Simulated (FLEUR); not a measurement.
The system is HfO2.

```
CELL_PARAMETERS angstrom
3.55802 0.00000 0.00000
0.00000 3.55802 0.00000
0.00000 0.00000 5.17186
ATOMIC_POSITIONS crystal
Hf 0.00000 0.00000 0.00000
Hf 0.50000 0.50000 0.50000
O 0.00000 0.50000 0.19721
O 0.50000 0.00000 0.30279
O 0.50000 0.00000 0.80279
O 0.00000 0.50000 0.69721
```

Measurements of this composition are mostly on another form, of space group No. 14.

* Program: FLEUR MaX-R8.1 (later development tree)
* Task: single point
* Functional: PBEsol
* Potentials or basis: all-electron
* Basis: FLAPW
* Kmax: 5.37 1/bohr
* k mesh: 8 × 8 × 5
* Occupations: fermi-dirac, width 0.05 eV
* Spin: no spin polarisation
* Gmax: 16.7 1/bohr
* Muffin-tin radii: Hf 2.17, O 1.34 bohr
* lmax: Hf 9, O 8
* lnonsphr: Hf 9, O 8
* Local orbitals a species: Hf 4, O 3
* Max iterations: 60
* Mixing factor: 0.05
* Mixer: Anderson
* Mixer history: 15

On this cell: largest force 0.092 eV/Å; band gap on the k mesh 4.64 eV, indirect (least direct gap 4.71 eV).

The same run follows on a disturbed copy (atoms moved at random, drawn with an rms of 0.05 Å):

```xyz
6
Lattice="3.5580 0.0000 0.0000 0.0000 3.5580 0.0000 0.0000 0.0000 5.1719" Properties=species:S:1:pos:R:3 pbc="T T T"
Hf    0.0074    0.0366    0.0563
Hf    1.8257    1.7900    2.5569
O    -0.0435    1.8045    1.0144
O     1.7864   -0.0166    1.5335
O     1.7568    0.0076    4.1894
O    -0.0116    1.7633    3.5770
```

What does the disturbed cell give?

The energy moves by +19.4 meV/atom; largest force 1.556 eV/Å; band gap on the k mesh 4.45 eV, indirect (least direct gap 4.52 eV).

Forces on the atoms (eV/Å):
```
Hf  -0.308 -0.110 -1.521
Hf  -0.536 -0.293  1.032
O    0.199 -0.193  0.402
O   -0.268  0.647  0.412
O    0.424 -0.100 -0.454
O    0.486  0.048  0.126
```

Caveats: spin-orbit coupling is left out, which moves the levels of the heavy elements; an odd mesh through Γ misses points on the zone boundary, where band edges often lie.
